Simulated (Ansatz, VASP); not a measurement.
# InP (InP(110)): VASP beside Ansatz, part 3 of 3

Aim: how closely do two programs agree when they are given the same cell, functional and k mesh? Of the first pair: The structure shown is the end of the VASP relaxation below. Valence electrons are named where the data sets of a main pair hold unlike numbers.

VASP 6.6.1 and Ansatz 0.2.0.

So far: The structure; VASP: relaxation, PBE; Ansatz: single point, PBE; Differences; Further runs; Ansatz: band structure, PBE.

### Step 7. VASP: band structure, PBE

Level of this step: PBE; plane waves and PAW (In, P) (VASP).

The same cell, functional, mesh and smearing now go to VASP, with its own data sets.

INCAR

```
SYSTEM = InP
PREC = Normal
ENCUT = 320
EDIFF = 1E-06
NELM = 120
ISMEAR = 0
SIGMA = 0.03
LREAL = Auto
ALGO = Fast
GGA = PE
NBANDS = 54
LORBIT = 11
LWAVE = .FALSE.
LCHARG = .TRUE.
KPAR = 2
IDIPOL = 3
LDIPOL = .TRUE.
DIPOL = 0.5 0.5 0.5
LVHAR = .TRUE.
LVACPOTAV = .TRUE.
NEDOS = 1500
```

POSCAR

```
InP
1.0
    4.4114547816      0.0000000000      0.0000000000
    0.0000000000      6.2387391820      0.0000000000
    0.0000000000      0.0000000000     32.5714004536
In P
9 9
Direct
    0.0000000000      0.0620560011      0.2603665088
    0.5000000000      0.4927557479      0.3065007279
    0.0000000000      0.9931870479      0.3734587693
    0.5000000000      0.4937910629      0.4357744918
    0.0000000000      0.9972400215      0.5000000000
    0.5000000000      0.4937910629      0.5642255082
    0.0000000000      0.9931870479      0.6265412307
    0.5000000000      0.4927557479      0.6934992721
    0.0000000000      0.0620560011      0.7396334912
    0.0000000000      0.7335010705      0.3090336920
    0.5000000000      0.2571873971      0.2400785613
    0.0000000000      0.7364062823      0.4367605605
    0.5000000000      0.2382754232      0.3719370315
    0.0000000000      0.7364062823      0.5632394395
    0.5000000000      0.2384399127      0.5000000000
    0.0000000000      0.7335010705      0.6909663080
    0.5000000000      0.2382754232      0.6280629685
    0.5000000000      0.2571873971      0.7599214387
```

KPOINTS

```
Automatic mesh
0
Gamma
6 4 1
0 0 0
```

KPOINTS_OPT

```
Line mode
14
Line-mode
Reciprocal
  0.00000000   0.00000000   0.00000000 GAMMA
  0.50000000   0.00000000   0.00000000 X

  0.50000000   0.00000000   0.00000000 X
  0.50000000   0.50000000   0.00000000 S

  0.50000000   0.50000000   0.00000000 S
  0.00000000   0.50000000   0.00000000 Y

  0.00000000   0.50000000   0.00000000 Y
  0.00000000   0.00000000   0.00000000 GAMMA

  0.00000000   0.00000000   0.00000000 GAMMA
  0.50000000   0.50000000   0.00000000 S
```

Potentials, in the order of the species: In and P (PBE family, release 64).

Command:

```bash
> mpirun -np 4 vasp_std
```

Numbers of over 12 decimals in the logs are rounded to 6 here.

The log of the run:

```text
[banner, memory and clock lines left out]
running    4 mpi-ranks, on    1 nodes
[...]
LDA part: xc-table for (Slater+PW92), standard interpolation
 POSCAR, INCAR and KPOINTS ok, starting setup
[...]
entering main loop
       N       E                     dE             d eps       ncg     rms          rms(c)
DAV:   1     0.304133782240E+03    0.30413E+03   -0.17610E+04  1296   0.667E+02
DAV:   2    -0.348486699451E+02   -0.33898E+03   -0.32749E+03  1712   0.146E+02
DAV:   3    -0.747381015328E+02   -0.39889E+02   -0.39420E+02  1584   0.511E+01
DAV:   4    -0.765668439696E+02   -0.18287E+01   -0.18215E+01  1760   0.127E+01
[...]
RMM:  29    -0.726950134731E+02   -0.21367E-05   -0.44574E-07   892   0.141E-03    0.192E-03
RMM:  30    -0.726950145861E+02   -0.11130E-05   -0.18424E-08   446   0.726E-04    0.274E-04
RMM:  31    -0.726950148801E+02   -0.29394E-06   -0.28016E-09   353   0.679E-04
|                                                                             |
[...]
|     workfunction values.                                                    |
|                                                                             |

   1 F= -.72695015E+02 E0= -.72695015E+02  d E =-.571753E-11
 Start KPOINTS_OPT (optional k-point list driver)
k-point batch [1-12\70]
       N       E                     dE             ncg
DAV:   1     0.233023565884E+03   -0.60392E+04     1296
DAV:   2    -0.367434742065E+04   -0.39074E+04     1716
DAV:   3    -0.413317225616E+04   -0.45882E+03     1552
DAV:   4    -0.415437060176E+04   -0.21198E+02     1776
[...]
DAV:   8    -0.415510448552E+04   -0.74849E-04     1840
DAV:   9    -0.415510448862E+04   -0.31058E-05     1302
DAV:  10    -0.415510448882E+04   -0.19299E-06     1016
[...]
k-point batch [61-70\70]
       N       E                     dE             ncg
DAV:   1     0.263494047215E+03   -0.10772E+05     1080
DAV:   2    -0.291907099341E+04   -0.31826E+04     1444
DAV:   3    -0.327788712397E+04   -0.35882E+03     1312
DAV:   4    -0.329345887159E+04   -0.15572E+02     1480
[...]
DAV:   8    -0.329405009777E+04   -0.71767E-04     1504
DAV:   9    -0.329405010036E+04   -0.25906E-05     1128
DAV:  10    -0.329405010052E+04   -0.15310E-06      976
```

From OUTCAR (step 7):

```text
  Total      -16.5359907    -10.7269569     -0.3308799      0.0000000      0.0000000      0.0000000
  in kB      -29.5546424    -19.1722032     -0.5913789      0.0000000      0.0000000      0.0000000
  external PRESSURE =     -16.4394082 kB  Pullay stress =       0.0000000 kB

 POSITION                                       TOTAL-FORCE (eV/Angst)
 -----------------------------------------------------------------------------------
      0.00000      0.38715      8.48050        -0.000000     -0.004550      0.002271
      2.20573      3.07417      9.98316         0.000000     -0.002356      0.011960
      0.00000      6.19623     12.16408         0.000000      0.029640      0.001674
      2.20573      3.08063     14.19379        -0.000000     -0.008534      0.014388
      0.00000      6.22152     16.28570         0.000000     -0.012173      0.000000
      2.20573      3.08063     18.37761        -0.000000     -0.008534     -0.014388
      0.00000      6.19623     20.40733         0.000000      0.029640     -0.001674
      2.20573      3.07417     22.58824         0.000000     -0.002356     -0.011960
      0.00000      0.38715     24.09090        -0.000000     -0.004550     -0.002271
      0.00000      4.57612     10.06566        -0.000000      0.000147     -0.009793
      2.20573      1.60453      7.81969         0.000000      0.004381      0.009831
      0.00000      4.59425     14.22590        -0.000000     -0.009399     -0.019091
      2.20573      1.48654     12.11451        -0.000000     -0.011015     -0.009202
      0.00000      4.59425     18.34550        -0.000000     -0.009399      0.019091
[...]
-----------------------------------------------------------------------------------
    total drift:                                0.000000      0.057558     -0.000012

  FREE ENERGIE OF THE ION-ELECTRON SYSTEM (eV)
  ---------------------------------------------------
  free  energy   TOTEN  =       -72.6950148801 eV

  energy  without entropy=      -72.6950148800  energy(sigma->0) =      -72.69501488

[... 2 parts as in an earlier step ...]

[... 1 further part left out ...]
[key lines of the parts left out:]
E-fermi :  -0.5514
```

### Step 8. Differences

What differs besides the data sets and the points named for the pairs above, as far as they apply: the data sets hold 162 valence electrons in Ansatz (on its default PAW (the set named soft_2) files) and 72 in VASP. Total energies have different zeros and are not compared.

The two programs side by side:

| quantity | Ansatz | VASP | difference |
| --- | --- | --- | --- |
| gap over the path points (eV) | 0.534 | 0.555 | -0.021 |

Levels at points of the path, from each program's valence-band top (eV; 4 filled, then empty):

| k (reciprocal lattice) | Ansatz | VASP |
| --- | --- | --- |
| 0.000 0.000 0.000 | -0.18 -0.17 -0.11 0.00 0.53 1.12 1.55 | -0.18 -0.18 -0.12 0.00 0.56 1.15 1.57 |
| 0.077 0.000 0.000 | -0.41 -0.34 -0.17 -0.01 0.94 1.40 1.78 | -0.41 -0.35 -0.17 -0.01 0.96 1.42 1.81 |
| 0.154 0.000 0.000 | -0.63 -0.52 -0.31 -0.04 1.52 1.87 2.20 | -0.63 -0.52 -0.31 -0.04 1.54 1.90 2.23 |
| 0.269 0.000 0.000 | -1.04 -0.74 -0.46 -0.15 1.98 2.12 2.24 | -1.03 -0.73 -0.45 -0.15 2.00 2.13 2.26 |
| 0.346 0.000 0.000 | -1.16 -0.80 -0.51 -0.25 1.71 1.77 2.24 | -1.15 -0.80 -0.51 -0.24 1.73 1.78 2.26 |
| 0.423 0.000 0.000 | -1.13 -0.81 -0.54 -0.34 1.50 1.53 2.20 | -1.13 -0.81 -0.53 -0.33 1.51 1.54 2.22 |
| 0.500 0.000 0.000 | -1.11 -0.81 -0.54 -0.37 1.40 1.47 2.14 | -1.10 -0.81 -0.53 -0.36 1.41 1.48 2.16 |
| 0.500 0.077 0.000 | -1.09 -0.81 -0.54 -0.37 1.44 1.48 2.20 | -1.08 -0.81 -0.52 -0.36 1.45 1.50 2.22 |
| 0.500 0.192 0.000 | -1.01 -0.82 -0.51 -0.35 1.58 1.63 2.34 | -1.00 -0.82 -0.50 -0.34 1.60 1.65 2.36 |
| 0.500 0.269 0.000 | -0.94 -0.83 -0.50 -0.33 1.67 1.76 2.31 | -0.93 -0.83 -0.49 -0.33 1.69 1.77 2.33 |

At this near-relaxed geometry the largest component of a force difference is 124 meV/Å. Among the levels compared at these points, filled levels agree within 10 meV and empty ones within 27 meV. With vacuum in the cell, a pressure given here is an average over mostly empty space and none of the material.

### Step 9. What the set-up changes

Further runs change the set-up of one program: Ansatz's method, potentials or start, or VASP's data sets, cutoff or form of LDA. The table gives Ansatz less VASP for each quantity, since a change that brings one quantity closer may part another.

| run | r.m.s. force difference (meV/Å) | gap over the path points (eV) |
| --- | --- | --- |
| as above | 29 | -0.021 |
| Ansatz's larger PAW set (cutoff 620 eV) | 29 | -0.020 |
| norm-conserving potentials (cutoff 952 eV) | 27 | -0.024 |

### Step 10. What came out

| Item | Value |
| --- | --- |
| r.m.s. force difference (single point, PBE) | 29 meV/Å |
| r.m.s. force difference (band structure, PBE) | 29 meV/Å |

The r.m.s. force difference is 29 meV/Å (single point, PBE), beyond the 12 meV/Å picked in this series as the mark of a large difference. The data sets hold unlike numbers of valence electrons (162 in Ansatz and 72 in VASP), so part of the differences comes from the potentials. For single point, PBE, no further run moves any of the tabulated differences by more than a quarter of its size. For band structure, PBE, no further run moves any of the tabulated differences by more than a quarter of its size. Such differences can come from data sets, numerical settings and the points named under the comparisons, not from the functional's error against experiment.

[Lines on the potential files, build, host, timing and source positions are cut from VASP's logs without a mark.]

[Logs are printed without paths, hosts, clocks, repeated set-up lines and the standing remarks that a program may print on its own settings, such as how far it seeks lower states.]

[Hosts, paths, dates, database ids (printed as entryN), source tags and the programs' standing remarks are cut or masked in the printed files.]
